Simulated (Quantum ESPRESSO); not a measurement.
**KBr: single point with PBE**

KBr:

```
CELL_PARAMETERS angstrom
4.04350 0.00000 0.00000
0.00000 4.04350 0.00000
0.00000 0.00000 4.04350
ATOMIC_POSITIONS crystal
Br 0.50000 0.50000 0.50000
K 0.00000 0.00000 0.00000
```

Measurements of this composition are mostly on another form, of space group No. 225.

* Program: Quantum ESPRESSO 7.5
* Task: single point
* Functional: PBE
* Potentials or basis: SSSP 1.3 efficiency PBE
* Cutoff: 816 eV
* Density cutoff: 6531 eV
* k mesh: 7 × 7 × 7
* Occupations: fermi-dirac, width 0.05 eV
* Spin: no spin polarisation
* Mixing beta: 0.5
* Most SCF iterations: 120
* SCF threshold: 4e-10 Ry

```json
{
  "Pressure": "-0.1 GPa",
  "Band gap on the k mesh": "3.89 eV, indirect (least direct gap 4.12 eV)"
}
```

Levels at points of the mesh, in eV from the valence-band top:
| k point | band 5 | band 6 | band 7 | band 8 | band 9 | band 10 | band 11 | band 12 |
| --- | --- | --- | --- | --- | --- | --- | --- | --- |
| (0.00, 0.00, 0.00) | -12.07 | -0.24 | -0.24 | -0.24 | 3.89 | 5.88 | 5.88 | 9.63 |

Run time: 26 s on 1 thread of Intel(R) Xeon(R) 6975P-C (Granite Rapids), on a shared host, peak memory 0.34 GiB.

Caveat: an odd mesh through Γ misses points on the zone boundary, where band edges often lie.
